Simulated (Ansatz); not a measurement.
# Aluminium, dhcp under RPBE: from relaxation to bulk modulus, part 2 of 2

What does RPBE give for aluminium in the dhcp structure? We relax it, solve it on a dense k-mesh, then scale the cell to 7 volumes from 88 to 112 % of the relaxed one and try a fit of the equation of state. Spin polarisation is left out. The k-meshes are 13×13×4 for the relaxation; 17×17×5 for the dense run; 14×14×4 for the volumes.

Ansatz 0.2.0; DFT, RPBE, plane waves (420 eV) with PAW, scalar-relativistic. Earlier steps stand in the parts before.

**8. Volume × 1.04**

File input.yaml:

```yaml
crystal:
  lattice:
    - [2.9009880087, 0.0, 0.0]
    - [-1.4504940044, 2.5123293116, 0.0]
    - [0.0, 0.0, 9.6266464589]
  atoms:
    - { symbol: Al, position: [0.0, 1.0, 0.0] }
    - { symbol: Al, position: [0.0, 1.0, 0.5] }
    - { symbol: Al, position: [0.3333333333, 0.6666666667, 0.25] }
    - { symbol: Al, position: [0.6666666667, 0.3333333333, 0.75] }
hamiltonian:
  xc: rpbe
  pseudopotentials:
    kind: paw
    azcp:
      Al: "pseudopotentials/Al.paw.azcp"
basis:
  ecutwfc: 420
  fft_grid_basis: typed
kpoints:
  mp_grid: { grid: [14, 14, 4], shift: [0, 0, 0] }
magnetization:
  spin_polarized: false
scf:
  occupations: { method: fermi_dirac, width: 0.1 }
  lower_state_search: "off"
output:
  stress: true
  write_density: true
  write_potential: true
  elf: true
  volumetric_format: npy
```

Output, shortened:

```text
Warning: RAYON_NUM_THREADS=2 ignored (pool sized by the plan → 2); use --threads N
[...]
Pseudopotentials: kind: paw
Pseudopotential: Al, paw, valence charge 3, recommended cutoff 420 eV (normal), <dir>
Functional definition: RPBE
[...]
Crystal: 4 atoms, lattice volume = 70.161 Å³
Basis set: ecut = 420 eV, 1377 PW (Γ)
Bands: 10, of which v1, the nominal top of the filled ones, is band 6 counted from 1 (5 counted from 0)
Symmetry: 24 space group operations
Space group: P63/mmc (ITA 194), of the structure as read, at distance tolerance 4.1e-5 Å
k-points: 72 of 784
[...]
SCF iter   1: F=—  HF=-2161.721061 eV  |F-HF|=—  |Δ(HF+E_count)|=         —  Δρ=2.20e-3  dr2=3.42e-3  ethr=1.77e-3  ⟨swp⟩=6.8  Hψ=13516  notcnv=0  defer=18
[...]
SCF iter   6: F=-2161.720074 eV  HF=-2161.720074 eV  |F-HF|=3.50e-11  |Δ(HF+E_count)|=  6.18e-10  Δρ=5.41e-7  dr2=2.02e-10  ethr=9.86e-11  ⟨swp⟩=6.9  Hψ=5195  notcnv=0
[...]
SCF converged after 6 iterations
Free energy (F): -2161.720074 eV
[...]
E sigma→0 (E₀):  -2161.691560 eV
Entropy (-TS):   -0.057028 eV (-14.257 meV/atom)
Fermi energy:    7.437730 eV
[...]
--- Stress (GPa, compression-positive) ---
       -2.851323       0.000000      -0.000000
        0.000000      -2.851323       0.000000
       -0.000000       0.000000      -2.348740
  P = ⅓ Tr σ = -2.6838 GPa (-26.838 kbar)
--- Band table (eV; the first three rows and the last of 72) ---
  k-point 0: bands = ["-3.2981", "-1.7120", "-1.7062", "2.9552", "2.9716", "10.4525", "10.4615", "17.8784", "17.8784", "18.0880", "18.0880", "19.0629", "19.0629", "19.1267"]
[...]
```

Run time: 2 s. Hardware: 2 threads of Intel Xeon 6975P-C (Granite Rapids), shared host; peak memory 0.41 GiB.

**9. Volume × 1.08**

input.yaml: that of step 8 with these lines changed.

```diff
@@ -2,5 +2,5 @@
   lattice:
-    - [2.9009880087, 0.0, 0.0]
-    - [-1.4504940044, 2.5123293116, 0.0]
-    - [0.0, 0.0, 9.6266464589]
+    - [2.9377132746, 0.0, 0.0]
+    - [-1.4688566373, 2.5441343249, 0.0]
+    - [0.0, 0.0, 9.7485156806]
   atoms:
```

Output, shortened:

```text
Warning: RAYON_NUM_THREADS=2 ignored (pool sized by the plan → 2); use --threads N
[...]
Pseudopotentials: kind: paw
Pseudopotential: Al, paw, valence charge 3, recommended cutoff 420 eV (normal), <dir>
Functional definition: RPBE
[...]
Crystal: 4 atoms, lattice volume = 72.860 Å³
Basis set: ecut = 420 eV, 1389 PW (Γ)
Bands: 10, of which v1, the nominal top of the filled ones, is band 6 counted from 1 (5 counted from 0)
Symmetry: 24 space group operations
Space group: P63/mmc (ITA 194), of the structure as read, at distance tolerance 4.2e-5 Å
k-points: 72 of 784
[...]
SCF iter   1: F=—  HF=-2161.657480 eV  |F-HF|=—  |Δ(HF+E_count)|=         —  Δρ=2.27e-3  dr2=3.97e-3  ethr=1.77e-3  ⟨swp⟩=6.7  Hψ=13378  notcnv=0  defer=9
[...]
SCF iter   6: F=-2161.656246 eV  HF=-2161.656246 eV  |F-HF|=2.07e-10  |Δ(HF+E_count)|=   1.86e-8  Δρ=8.44e-7  dr2=6.05e-10  ethr=6.95e-10  ⟨swp⟩=7.3  Hψ=5364  notcnv=0
[...]
SCF converged after 6 iterations
Free energy (F): -2161.656246 eV
[...]
E sigma→0 (E₀):  -2161.626451 eV
Entropy (-TS):   -0.059589 eV (-14.897 meV/atom)
Fermi energy:    7.065031 eV
[...]
--- Stress (GPa, compression-positive) ---
       -5.036544      -0.000000       0.000000
       -0.000000      -5.036544      -0.000000
        0.000000      -0.000000      -4.363546
  P = ⅓ Tr σ = -4.8122 GPa (-48.122 kbar)
--- Band table (eV; the first three rows and the last of 72) ---
  k-point 0: bands = ["-3.4190", "-1.8717", "-1.8667", "2.6359", "2.7502", "10.0137", "10.0223", "17.2094", "17.2094", "17.4586", "17.4586", "18.4867", "18.4867", "18.5706"]
[...]
```

Wall time 2.3 s (2 threads of Intel Xeon 6975P-C (Granite Rapids), shared host); peak memory 0.39 GiB.

**10. Volume × 1.12**

input.yaml: that of step 9 with these lines changed.

```diff
@@ -2,5 +2,5 @@
   lattice:
-    - [2.9377132746, 0.0, 0.0]
-    - [-1.4688566373, 2.5441343249, 0.0]
-    - [0.0, 0.0, 9.7485156806]
+    - [2.9735425774, 0.0, 0.0]
+    - [-1.4867712887, 2.5751634113, 0.0]
+    - [0.0, 0.0, 9.8674117359]
   atoms:
```

Output, shortened:

```text
Warning: RAYON_NUM_THREADS=2 ignored (pool sized by the plan → 2); use --threads N
[...]
Pseudopotentials: kind: paw
Pseudopotential: Al, paw, valence charge 3, recommended cutoff 420 eV (normal), <dir>
Functional definition: RPBE
[...]
Crystal: 4 atoms, lattice volume = 75.558 Å³
Basis set: ecut = 420 eV, 1473 PW (Γ)
Bands: 10, of which v1, the nominal top of the filled ones, is band 6 counted from 1 (5 counted from 0)
Symmetry: 24 space group operations
Space group: P63/mmc (ITA 194), of the structure as read, at distance tolerance 4.2e-5 Å
k-points: 72 of 784
[...]
SCF iter   1: F=—  HF=-2161.562014 eV  |F-HF|=—  |Δ(HF+E_count)|=         —  Δρ=2.33e-3  dr2=4.52e-3  ethr=1.77e-3  ⟨swp⟩=6.8  Hψ=13343  notcnv=0  defer=10
[...]
SCF iter   6: F=-2161.560522 eV  HF=-2161.560522 eV  |F-HF|=3.38e-10  |Δ(HF+E_count)|=   2.60e-8  Δρ=9.26e-7  dr2=8.54e-10  ethr=8.33e-10  ⟨swp⟩=8.8  Hψ=5061  notcnv=0
[...]
SCF converged after 6 iterations
Free energy (F): -2161.560522 eV
[...]
E sigma→0 (E₀):  -2161.529558 eV
Entropy (-TS):   -0.061928 eV (-15.482 meV/atom)
Fermi energy:    6.714130 eV
[...]
--- Stress (GPa, compression-positive) ---
       -6.758656       0.000000       0.000000
       -0.000000      -6.758656       0.000000
        0.000000       0.000000      -5.937987
  P = ⅓ Tr σ = -6.4851 GPa (-64.851 kbar)
--- Band table (eV; the first three rows and the last of 72) ---
  k-point 0: bands = ["-3.5304", "-2.0198", "-2.0155", "2.3366", "2.5445", "9.6012", "9.6095", "16.5761", "16.5761", "16.8594", "16.8594", "17.8884", "17.8884", "17.9493"]
[...]
```

Wall time 2 s (2 threads of Intel Xeon 6975P-C (Granite Rapids), shared host); peak memory 0.4 GiB.

**11. Energy and pressure against volume**

All volumes keep the relaxed shape and fractional coordinates.

```
V (Å³/atom)  E − E₀ (meV/atom)  P from the stress (GPa)  P from the fit (GPa)
     14.842               70.7                    12.75                 12.73
     15.516               28.7                     7.54                  7.45
     16.191                6.4                     3.35                  3.26
     16.866                0.0                     0.00                 -0.08
     17.540                6.2                    -2.68                 -2.75
     18.215               22.5                    -4.81                 -4.88
     18.890               46.7                    -6.49                 -6.59
```

A third-order Birch-Murnaghan fit gives V₀ = 16.848 Å³/atom, B₀ = 75 GPa and B₀′ = 4.6; it misses no point by more than 0.04 meV/atom.

Fit and stress differ a little: one follows E(σ → 0), the other the smeared free energy.

**12. What came out**

What follows sums up all 2 parts.

| quantity | value |
| --- | --- |
| space group (spins left aside) | P6_3/mmc (No. 194) |
| conventional cell | a = 2.863 Å, c = 9.502 Å (c/a = 3.318) |
| volume | 16.866 Å³/atom |
| shortest distance | 2.863 Å |
| gap on the mesh | none (levels filled in part) |
| relative to fcc | +14 meV/atom |
| highest ELF outside the cores | 0.65, 1.07 Å from the nearest atom |
| V₀, B₀, B₀′ | 16.848 Å³/atom, 75 GPa, 4.6 |

**Reading.** The relaxation enlarged the cell by 1.6 % in volume. It lies 14 meV/atom above the element's reference form at the same level (fcc, from a run of its own). No gap shows: it is a metal or semimetal at this level. The fitted modulus is 75 GPa; letting shape and positions relax at each volume could only lower it. Relaxation kept the symmetry; phonons were not checked.
